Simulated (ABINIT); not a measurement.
Runs of ABINIT 10.8.3 (patched build) on Ir. Symmetry: Fm-3m, No. 225, cubic system. Conventional cell: a = 3.831 Å, b = 3.831 Å, c = 3.831 Å, α = 90.00°, β = 90.00°, γ = 90.00°. Ir (site symmetry m-3m) has 12 Ir at 2.71 Å as nearest neighbours. 

| task | level | potentials or basis | spin | cutoff (eV) | fine-grid cutoff | dispersion computed by | gap on the mesh (eV) | pressure (GPa) |
| --- | --- | --- | --- | --- | --- | --- | --- | --- |
| band structure | r2SCAN | PseudoDojo NC SR PBE v0.4.1 standard | off | 1116 | - | - | none | 0.4 |
| band structure | TB-mBJ | JTH PAW LDA v2.0 | off | 544 | 1088.46 eV | - | none | - |
| band structure | RPBE | JTH PAW PBE v2.0 | SOC, no magnetisation | 463 | 925.187 eV | - | none | 17.1 |
| band structure | r2SCAN | SG15 NC PBE v1.2 | off | 1116 | - | - | none | (a) |
| band structure | r2SCAN | JTH PAW PBE v2.0 | off | 544 | 1088.46 eV | - | none | 5.0 |
| band structure | BP86 | JTH PAW PBE v2.0 | SOC, no magnetisation | 463 | 925.187 eV | - | none | (b) |

Alike in all rows: cell as given; k mesh 12 × 12 × 12; smearing fermi-dirac 0.05 eV.

Task: Fill in the values left out.

Result: (a) 2.9; (b) 16.3.

Caveats: the potentials were made for another functional, which shifts forces and pressure (some runs); spin-orbit coupling is left out, which moves the levels of the heavy elements (some runs); the PAW data sets were made with another functional, which shifts forces and pressure a little (some runs); so large a pressure means that the cell lies far from this level's equilibrium, or that cutoff or potentials fall short (some runs); a meta-GGA on potentials with a model core is unreliable (some runs); the constant c of TB-mBJ comes from the pseudo density here, which moves gaps by up to 0.3 eV between sets of potentials (some runs).

A k mesh can miss the band edges, and rows without SOC leave out spin-orbit coupling on Ir.

A gap of «none» marks a metal or a gap under the smearing width.

The runs don't all hold the same shells in valence.
